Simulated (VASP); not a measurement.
# GaSb (F-43m) in VASP: band structure with PBE

Aim: the band structure of GaSb with PBE.

All numbers are computed with VASP 6.6.1; they aren't measurements. Logs are shortened: lines on timing, memory, paths and dates and some standing lists are left out, and cuts for length are marked.

**The experiment to reproduce.**

A printed reference work, data compilation reports, for a bulk crystal of GaSb at 4.2 K: band gap 0.811 eV (direct).

How close the calculation comes is told below.

### Step 1. Starting point

The structure is cubic, space group F-43m (No. 216). Conventional cell: a = 6.241 Å, b = 6.241 Å, c = 6.241 Å, α = 90.00°, β = 90.00°, γ = 90.00°. Around Ga (site symmetry -43m) lie 4 Sb at 2.70 Å. Around Sb (site symmetry -43m) lie 4 Ga at 2.70 Å.

### Step 2. Band structure, PBE

POSCAR reads:

```
GaSb                                    
1.0
    0.0000000000      3.1206955285      3.1206955285
    3.1206955285      0.0000000000      3.1206955285
    3.1206955285      3.1206955285      0.0000000000
  Ga              Sb            
     1     1
Direct
     0.0000000000000000    0.0000000000000000    0.0000000000000000
     0.2500000000000000    0.2500000000000000    0.2500000000000000
```

INCAR.step1 reads:

```
PREC = Accurate ; ENCUT = 520
EDIFF = 1E-7 ; ISMEAR = 0
SIGMA = 1.0 ; LREAL = F
LASPH = T ; NELM = 80
ALGO = Normal ; ISIF = 2
LWAVE = F ; LCHARG = T
GGA = PE
```

KPOINTS.step1 reads:

```
regular mesh
0
Gamma
  10 10 10
```

INCAR.step2 reads:

```
PREC = Accurate ; ENCUT = 520
EDIFF = 1E-7 ; ISMEAR = 0
SIGMA = 0.05 ; LREAL = F
LASPH = T ; NELM = 80
ALGO = Normal ; ISIF = 2
LWAVE = F ; LCHARG = F
GGA = PE ; ICHARG = 11
```

KPOINTS.step2 reads:

```
path GXWKGLUWLK,UX
10
line-mode
reciprocal
 0.0000000000  0.0000000000  0.0000000000  G
 0.5000000000  0.0000000000  0.5000000000  X

 0.5000000000  0.0000000000  0.5000000000  X
 0.5000000000  0.2500000000  0.7500000000  W

 0.5000000000  0.2500000000  0.7500000000  W
 0.3750000000  0.3750000000  0.7500000000  K

 0.3750000000  0.3750000000  0.7500000000  K
 0.0000000000  0.0000000000  0.0000000000  G

 0.0000000000  0.0000000000  0.0000000000  G
 0.5000000000  0.5000000000  0.5000000000  L

 0.5000000000  0.5000000000  0.5000000000  L
 0.6250000000  0.2500000000  0.6250000000  U

 0.6250000000  0.2500000000  0.6250000000  U
 0.5000000000  0.2500000000  0.7500000000  W

 0.5000000000  0.2500000000  0.7500000000  W
 0.5000000000  0.5000000000  0.5000000000  L

 0.5000000000  0.5000000000  0.5000000000  L
 0.3750000000  0.3750000000  0.7500000000  K

 0.6250000000  0.2500000000  0.6250000000  U
 0.5000000000  0.0000000000  0.5000000000  X
```

Potentials or basis: VASP PAW PBE potentials, release 64 (Ga_d, Sb).

Command:

```
> cat potpaw_PBE.64/Ga_d/POTCAR potpaw_PBE.64/Sb/POTCAR > POTCAR
> cp INCAR.step1 INCAR
> cp KPOINTS.step1 KPOINTS
> mpirun -np 1 vasp_std > vasp.out
> cp INCAR.step2 INCAR
> cp KPOINTS.step2 KPOINTS
> mpirun -np 1 vasp_std > vasp.out
```

OUTCAR:

```text
PREC = Accurate
   ENCUT = 520
   EDIFF = 1E-7
   ISMEAR = 0
   LREAL = F
   LASPH = T
   NELM = 80
   ISIF = 2
   GGA = PE
   ICHARG = 11

 ion  position               nearest neighbor table
   1  0.000  0.000  0.000-   2 2.70   2 2.70   2 2.70   2 2.70
   2  0.250  0.250  0.250-   1 2.70   1 2.70   1 2.70   1 2.70

  LATTYP: Found a face centered cubic cell.
 ALAT       =     6.2413910570

  Lattice vectors:

 A1 = (   0.0000000000,   3.1206955285,   3.1206955285)
 A2 = (   3.1206955285,   0.0000000000,   3.1206955285)
 A3 = (   3.1206955285,   3.1206955285,   0.0000000000)

Analysis of symmetry for initial positions (statically):
=====================================================================
 Subroutine PRICEL returns:
 Original cell was already a primitive cell.

 Routine SETGRP: Setting up the symmetry group for a
 face centered cubic supercell.

 Subroutine GETGRP returns: Found 24 space group operations
 (whereof 24 operations were pure point group operations)
 out of a pool of 48 trial point group operations.

The static configuration has the point symmetry T_d .

Analysis of symmetry for dynamics (positions and initial velocities):
=====================================================================
 Subroutine PRICEL returns:
 Original cell was already a primitive cell.

 Routine SETGRP: Setting up the symmetry group for a
 face centered cubic supercell.

 Subroutine GETGRP returns: Found 24 space group operations
 (whereof 24 operations were pure point group operations)
 out of a pool of 48 trial point group operations.

The dynamic configuration has the point symmetry T_d .

 Subroutine INISYM returns: Found 24 space group operations
 (whereof 24 operations are pure point group operations),
 and found     1 'primitive' translations

----------------------------------------------------------------------------------------

                                     Primitive cell

  volume of cell :      60.7833

  direct lattice vectors                    reciprocal lattice vectors
     0.000000000  3.120695529  3.120695529    -0.160220693  0.160220693  0.160220693
     3.120695529  0.000000000  3.120695529     0.160220693 -0.160220693  0.160220693
     3.120695529  3.120695529  0.000000000     0.160220693  0.160220693 -0.160220693

  length of vectors
     4.413329940  4.413329940  4.413329940     0.277510381  0.277510381  0.277510381
[... 83 lines left out ...]
   POTIM  = 0.5000    time-step for ionic-motion
   TEBEG  =    0.0;   TEEND  =   0.0 temperature during run
   PSTRESS=    0.0 pullay stress
   NELECT =      18.0000    total number of electrons
   NUPDOWN=      -1.0000    fix difference up-down
   EMIN   =  10.00;   EMAX   =-10.00  energy-range for DOS
   EFERMI =   0.00;   METHOD = LEGACY
   ISMEAR =     0;   SIGMA  =   0.05  broadening in eV -4-tet -1-fermi 0-gaus
   EFERMI_NEDOS =   21; number of points for ismear=-14 and -15
   IALGO  =     38    algorithm
   IMIX   =      4    mixing-type and parameters
     AMIX     =   0.40;   BMIX     =  1.00
     AMIX_MAG =   1.60;   BMIX_MAG =  1.00
  volume/ion in A,a.u.               =      30.39       205.09
  Fermi-wavevector in a.u.,A,eV,Ry     =   1.091200  2.062069 16.200688  1.190717
  Thomas-Fermi vector in A             =   2.227440
   LORBIT       =      0    0 simple, 1 ext, 2 COOP (PROOUT), +10 PAW based schemes
   GGA     = PE    functional components
   LHFCALC =     F    Hartree Fock is set to
   AEXX    =    0.0000 exact exchange contribution
   IVDW    =     0    specifies the selected vdW correction
   LEPSILON=     F    determine dielectric tensor
   LRPA    =     F    only Hartree local field effects (RPA)
 non-spin polarized calculation
 Gauss-broadening in eV      SIGMA  =   0.05
  energy-cutoff  :      520.00
  volume of cell :       60.78
 maximum number of plane-waves:      1660
 NGX is ok and might be reduce to    36

 number of electron      17.9999993 magnetization

 Free energy of the ion-electron system (eV)
  ---------------------------------------------------
  ext. energy  EPLUGINS =         0.00000000
  ---------------------------------------------------
  free energy    TOTEN  =        -7.46050515 eV

  energy without entropy =       -7.45802664  energy(sigma->0) =       -7.45926589

 E-fermi :   4.2767     XC(G=0):  -8.8423

 val. band max:        4.2597302088   @ k =   0.0000   0.0000   0.0000
 cond. band min:       4.5496774655   @ k =   0.5000   0.5000   0.5000
 fundamental gap:      0.2899472567
 Fermi energy:         4.2766708249

 k-point     1 :       0.0000    0.0000    0.0000
  band No.  band energies     occupation
      1     -10.6393      2.00000
      2     -10.6393      2.00000
      3     -10.6393      2.00000
      4     -10.5970      2.00000
      5     -10.5970      2.00000
      6      -6.8164      2.00000
      7       3.8845      2.00000
      8       4.2597      1.36819
      9       4.2597      1.36817
     10       4.2597      1.36817
     11       7.0601      0.00000
     12       7.0601      0.00000
     13       7.0601      0.00000
[... 354 lines left out ...]
  band No.  band energies     occupation
      1     -10.6701      2.00000
      2     -10.6257      2.00000
      3     -10.6209      2.00000
      4     -10.6020      2.00000
      5     -10.5961      2.00000
      6      -4.5981      2.00000
      7      -2.1470      2.00000
      8       1.0844      2.00000
      9       1.6257      2.00000
     10       7.0376      0.00000
     11       8.1590      0.00000
     12       9.3594      0.00000
     13       9.4693      0.00000

 [... further k-points ...]

------------------------ aborting loop because EDIFF is reached ----------------------------------------

  FORCE on cell =-STRESS in cart. coord.  units (eV):
  Direction    XX          YY          ZZ          XY          YZ          ZX
  --------------------------------------------------------------------------------------
  -------------------------------------------------------------------------------------
  Total       -0.1527253     -0.1527253     -0.1527253      0.0000000      0.0000000      0.0000000
  in kB       -4.0256622     -4.0256622     -4.0256622      0.0000000      0.0000000      0.0000000
  external PRESSURE =      -4.0256622 kB  Pullay stress =       0.0000000 kB

 VOLUME and BASIS-vectors are now :
 -----------------------------------------------------------------------------
  energy-cutoff  :      520.00
  volume of cell :       60.78
      direct lattice vectors                 reciprocal lattice vectors
     0.000000000  3.120695529  3.120695529    -0.160220693  0.160220693  0.160220693
     3.120695529  0.000000000  3.120695529     0.160220693 -0.160220693  0.160220693
     3.120695529  3.120695529  0.000000000     0.160220693  0.160220693 -0.160220693

 POSITION                                       TOTAL-FORCE (eV/Angst)
 -----------------------------------------------------------------------------------
      0.00000      0.00000      0.00000         0.000000     -0.000000     -0.000000
      1.56035      1.56035      1.56035        -0.000000      0.000000      0.000000
 -----------------------------------------------------------------------------------
    total drift:                                0.000001      0.000001      0.000001

  FREE ENERGIE OF THE ION-ELECTRON SYSTEM (eV)
  ---------------------------------------------------
  free  energy   TOTEN  =        -7.4605051519 eV

  energy  without entropy=       -7.4580266380  energy(sigma->0) =       -7.45926589
```

OUTCAR.step1:

```text
PREC = Accurate
   ENCUT = 520
   EDIFF = 1E-7
   ISMEAR = 0
   LREAL = F
   LASPH = T
[... 606 lines left out ...]
 -----------------------------------------------------------------------------------
      0.00000      0.00000      0.00000        -0.000000     -0.000000     -0.000000
      1.56035      1.56035      1.56035         0.000000      0.000000      0.000000
 -----------------------------------------------------------------------------------
    total drift:                                0.000001      0.000001      0.000001

  FREE ENERGIE OF THE ION-ELECTRON SYSTEM (eV)
  ---------------------------------------------------
  free  energy   TOTEN  =        -7.4256628238 eV

  energy  without entropy=       -7.2319045754  energy(sigma->0) =       -7.32878370
```

OSZICAR.step1:

```text
N       E                     dE             d eps       ncg     rms          rms(c)
DAV:   1     0.797871961640E+02    0.79787E+02   -0.88698E+03  1230   0.166E+03
DAV:   2    -0.172158642559E+01   -0.81509E+02   -0.79280E+02  1372   0.311E+02
DAV:   3    -0.736484053163E+01   -0.56433E+01   -0.55880E+01  1507   0.726E+01
DAV:   4    -0.746427899999E+01   -0.99438E-01   -0.99383E-01  1391   0.108E+01
DAV:   5    -0.746705979622E+01   -0.27808E-02   -0.27807E-02  1479   0.162E+00    0.290E+00
DAV:   6    -0.743369661299E+01    0.33363E-01   -0.63668E-02  1686   0.441E+00    0.171E+00
DAV:   7    -0.742446640658E+01    0.92302E-02   -0.33784E-02  1440   0.174E+00    0.312E-01
DAV:   8    -0.742519827389E+01   -0.73187E-03   -0.41592E-03  1546   0.895E-01    0.597E-02
DAV:   9    -0.742558274168E+01   -0.38447E-03   -0.54933E-04  1358   0.217E-01    0.295E-02
DAV:  10    -0.742565284192E+01   -0.70100E-04   -0.86935E-05  1447   0.610E-02    0.104E-02
DAV:  11    -0.742566182340E+01   -0.89815E-05   -0.17800E-05  1317   0.428E-02    0.343E-03
DAV:  12    -0.742566281713E+01   -0.99373E-06   -0.12254E-06  1450   0.804E-03    0.114E-03
DAV:  13    -0.742566282380E+01   -0.66689E-08   -0.50108E-08   991   0.216E-03
   1 F= -.74256628E+01 E0= -.73287837E+01  d E =-.193758E+00
```

Run time: 32 s. Hardware: 1 thread of Intel Xeon 6975P-C (Granite Rapids), shared host; peak memory 0.25 GiB.

What came out:

```
Band gap along the path : none (metal or under the smearing width)
```

Levels at the corners of the path, in eV from the Fermi level:
```tsv
point	band 6	band 7	band 8	band 9	band 10	band 11	band 12	band 13
Γ	-11.28	-0.58	-0.20	-0.20	-0.20	2.60	2.60	2.60
X	-9.07	-6.74	-2.57	-2.57	0.76	1.16	8.10	8.10
X	-9.07	-6.74	-2.57	-2.57	0.76	1.16	8.10	8.10
W	-9.03	-6.63	-3.28	-3.07	3.26	4.07	4.10	4.55
W	-9.03	-6.63	-3.28	-3.07	3.26	4.07	4.10	4.55
K	-9.13	-6.58	-3.52	-2.22	1.25	3.59	6.14	6.39
K	-9.13	-6.58	-3.52	-2.22	1.25	3.59	6.14	6.39
Γ	-11.28	-0.58	-0.20	-0.20	-0.20	2.60	2.60	2.60
Γ	-11.28	-0.58	-0.20	-0.20	-0.20	2.60	2.60	2.60
L	-9.81	-6.28	-1.26	-1.26	0.09	3.55	3.55	6.29
L	-9.81	-6.28	-1.26	-1.26	0.09	3.55	3.55	6.29
U	-9.13	-6.58	-3.52	-2.22	1.25	3.59	6.14	6.39
U	-9.13	-6.58	-3.52	-2.22	1.25	3.59	6.14	6.39
W	-9.03	-6.63	-3.28	-3.07	3.26	4.07	4.10	4.55
W	-9.03	-6.63	-3.28	-3.07	3.26	4.07	4.10	4.55
L	-9.81	-6.28	-1.26	-1.26	0.09	3.55	3.55	6.29
L	-9.81	-6.28	-1.26	-1.26	0.09	3.55	3.55	6.29
K	-9.13	-6.58	-3.52	-2.22	1.25	3.59	6.14	6.39
U	-9.13	-6.58	-3.52	-2.22	1.25	3.59	6.14	6.39
X	-9.07	-6.74	-2.57	-2.57	0.76	1.16	8.10	8.10
```

Caveat: the log is that of the step along the path at fixed density, whose energy, stress, charges and moments have no meaning; spin-orbit coupling is left out, which moves the levels of the heavy elements; this crystal is a semiconductor, whose small gap the functional closes, so the metal is an error of the method.

### Step 3. Comparison with measurements

Step 2. Measured gap of GaSb: 0.811 eV (direct; 4.2 K; a printed reference work, data compilation). This calculation gives 0.00 eV (-0.81 eV). Spin-orbit coupling on Ga, Sb is left out. The value is that of PBE, without temperature or zero-point motion. Semilocal functionals fall short of measured gaps as a rule.
